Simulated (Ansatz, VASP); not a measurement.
**One calculation of B, two programs**

File INCAR:

```
SYSTEM = B
PREC = Accurate
ENCUT = 600
EDIFF = 1E-6
ISMEAR = 0
SIGMA = 0.1
LREAL = .FALSE.
LASPH = .TRUE.
NELM = 100
ALGO = Normal
ISIF = 3
LWAVE = .FALSE.
LCHARG = .FALSE.
GGA = PS
IBRION = 2
NSW = 90
EDIFFG = -0.04
```

The input KPOINTS:

```
Automatic mesh
0
G
  10 10 10
  0 0 0
```

The input POSCAR:

```
B
1.0
    0.0000000000      1.5425117484      1.5425117484
    1.5425117484      0.0000000000      1.5425117484
    1.5425117484      1.5425117484      0.0000000000
B
1
Direct
    0.0000000000      0.0000000000      0.0000000000
```

Input for Ansatz:

```yaml
crystal:
  lattice:
    - [0.0, 1.5425117484, 1.5425117484]
    - [1.5425117484, 0.0, 1.5425117484]
    - [1.5425117484, 1.5425117484, 0.0]
  atoms:
    - { symbol: B, position: [0.0, 0.0, 0.0] }
basis:
  ecutwfc: 420
kpoints:
  mp_grid: { grid: [10, 10, 10] }
hamiltonian:
  xc: pbesol
scf:
  occupations: { method: gaussian, width: 0.1 }
  lower_state_search: "off"
output:
  forces: true
  stress: true
  eigenvalues: true
relax:
  adjacent_minimum: "off"
  f_tol: 0.04
  max_steps: 70
  cell: { stress_tol: 0.4 }
```

Alike in both runs: task relaxation of cell and atoms; functional PBEsol; k mesh 10 × 10 × 10; occupations gaussian, width 0.1 eV; no spin polarisation.

```csv
,VASP,Ansatz
version,VASP 6.6.1,Ansatz 0.2.0
potentials or method,"VASP PAW PBE potentials, release 64 (B)","scalar-relativistic, plane waves, PAW"
plane-wave cutoff (eV),600,420
valence electrons in the cell,3,3
```

Ansatz gave:

- gap on the k mesh at the Fermi level, each at its own relaxed structure (eV): none
- relaxed volume (Å³/atom): 5.82
- relaxed cell length with the largest relative difference (Å): 2.019
- energy change over the relaxation (meV/atom): -244

Estimate VASP's values.

gap on the k mesh at the Fermi level, each at its own relaxed structure (eV): none; relaxed volume (Å³/atom): 5.82; relaxed cell length with the largest relative difference (Å): 2.019; energy change over the relaxation (meV/atom): -242.

A gap of «none» marks a metal or a gap that the smearing closes.

Caveats: the volume moved by over 15 % at a fixed basis, so the end points are rough; the PAW data sets were made with another functional, which shifts forces and pressure a little (VASP).
